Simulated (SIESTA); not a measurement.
Here is a SIESTA 5.4.2 calculation.

The input run.py:

```python
from ase import Atoms
from ase.calculators.siesta import Siesta
from ase.units import Ry, GPa
from ase.optimize import BFGS

atoms = Atoms(
    ['Hf', 'Hf'],
    cell=[
        [3.20432, -0.01217, -0.001616],
        [-1.6127, 2.77408, -0.014686],
        [-0.002557, -0.028307, 5.046786],
    ],
    scaled_positions=[
        [0.6666666667, 0.3333333333, 0.75],
        [0.3333333333, 0.6666666667, 0.25],
    ],
    pbc=True,
)

fdf = {
    'SCFMustConverge': False,
    'XC.Mix': ['2', 'GGA LIBXC-00-GGA_X_PW86 1.0 0.0', 'GGA LIBXC-00-GGA_C_PBE 0.0 1.0'],
    'OccupationFunction': 'FD',
    'ElectronicTemperature': '0.05 eV',
    'MaxSCFIterations': '120',
    'SCF.Mixer.Method': 'Pulay',
    'SCF.Mixer.Weight': '0.25',
    'SCF.Mixer.History': '8',
    'SCF.DM.Tolerance': '5.0e-05',
    'SCF.H.Tolerance': '1.0e-03 eV',
    'WriteForces': 'true',
    'Charge.Mulliken': 'end',
    'Charge.Hirshfeld': 'end',
    'Charge.Voronoi': 'end',
    'SaveRho': 'true',
    'SaveElectrostaticPotential': 'true',
}
calc = Siesta(
    label="Hf",
    command="siesta < PREFIX.fdf > PREFIX.out",
    pseudo_path="pseudos",
    pseudo_qualifier="",
    xc=('GGA', 'PBE'),
    basis_set="SZP",
    mesh_cutoff=800 * Ry,
    energy_shift=0.02 * Ry,
    kpts=[10, 10, 5],
    spin="non-polarized",
    fdf_arguments=fdf,
)
atoms.calc = calc

opt = BFGS(atoms, trajectory="relax.traj")
converged = opt.run(fmax=0.01, steps=40)
print("converged:", converged)
print("cell (A):", atoms.cell.cellpar().round(5))
print("scaled positions:")
print(atoms.get_scaled_positions().round(6))
print(f"energy = {atoms.get_potential_energy():.6f} eV")
free = atoms.get_potential_energy(force_consistent=True)
print(f"free energy = {free:.6f} eV")
print("forces (eV/A):")
print(atoms.get_forces(apply_constraint=False).round(6))
print("stress (GPa, Voigt order, tension positive):", (atoms.get_stress() / GPa).round(4))
```

Potentials or basis: Ansatz (PBE files), SZP (energy shift 0.02 Ry).

Launch:

```sh
$ python run.py
```

Question: What does it give for the band gap on the k mesh?

Answer: None (metal or under the smearing width).

Question: Estimate the energy gained by relaxing.

Answer: 0.1 meV/atom.

Stress tensor (GPa, compression positive):
```
7.69 0.66 0.15
0.66 8.38 0.16
0.15 0.16 9.56
```

Caveat: the potentials were made for another functional, which shifts forces and pressure; the basis of atomic orbitals isn't converged, which shifts pressures, moduli and gaps. The run has no spin-orbit coupling, so splittings on Hf are missing.
